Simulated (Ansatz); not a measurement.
## Relaxation of CdSe

The calculation used Ansatz, DFT PBEsol, scalar-relativistic, plane waves, PAW. Run with 420 eV cutoff, 12×12×6 k-mesh, Gaussian smearing of 0.02 eV, no spin polarisation.

What was changed: relaxed at 15 GPa.

The real crystal has changed phase below this pressure.

Command:

```bash
ansatz run input.yaml --threads 1 --pin off --max-ram 2560MiB --backend cpu --events-out ev --progress --plain --runs-dir out
```

Input:

```yaml
crystal:
  lattice:
    - [4.0260211815, 0.0, 0.0]
    - [-2.0130105907, 3.4866366194, 0.0]
    - [0.0, 0.0, 6.5936774612]
  atoms:
    - { symbol: Cd, position: [0.6666666667, 0.3333333333, 0.5006243671] }
    - { symbol: Cd, position: [0.3333333333, 0.6666666667, 1.0006243671] }
    - { symbol: Se, position: [0.6666666667, 0.3333333333, 0.8752356329] }
    - { symbol: Se, position: [0.3333333333, 0.6666666667, 0.3752356329] }
basis:
  ecutwfc: 420
kpoints:
  mp_grid: { grid: [12, 12, 6] }
hamiltonian:
  xc: pbesol
scf:
  occupations: { method: gaussian, width: 0.02 }
output:
  forces: true
  stress: true
  eigenvalues: true
relax:
  adjacent_minimum: "off"
  f_tol: 0.008
  max_steps: 50
  cell: { stress_tol: 0.08, p_target: 15.0 }
```

F is the free energy. Steps run on the plane waves of an earlier cell, but the last one, and at times one on the way, on a freshly chosen basis, so a repeated geometry can differ a little in energy. The relaxation lowers the enthalpy F + PV at the target pressure, so F itself can rise.

Steps:

```
step F − F(1) (eV) largest force component (eV/Å) V (Å³/atom) P (GPa)
   1         0.0000                           0.025       23.139    15.99
   2        -0.1156                           0.019       23.443    14.47
   3        -0.0784                           0.022       23.341    14.96
   4        -0.0710                           0.019       23.321    15.04
   5        -0.0718                           0.000       23.322    15.00
   6        -0.0720                           0.001       23.322    15.00
```

Relaxed structure:

```
CELL_PARAMETERS angstrom
4.01549 0.00000 0.00000
-2.00774 3.47751 0.00000
0.00000 0.00000 6.68071
ATOMIC_POSITIONS crystal
Cd 0.66667 0.33333 0.50304
Cd 0.33333 0.66667 0.00304
Se 0.66667 0.33333 0.87282
Se 0.33333 0.66667 0.37282
```

It takes space group P6_3mc (No. 186, hexagonal). The conventional cell has a = 4.015 Å, b = 4.015 Å, c = 6.681 Å, α = 90.00°, β = 90.00°, γ = 120.00°. Cd (site symmetry 3m) is surrounded by 4 Se at 2.47 to 2.48 Å. Se (site symmetry 3m) is surrounded by 4 Cd at 2.47 to 2.48 Å.

The run converged. The run took 2.5 min on 1 thread of AMD EPYC 7R43 64-Core Processor (Zen 3), on a shared host, peak memory 0.56 GiB.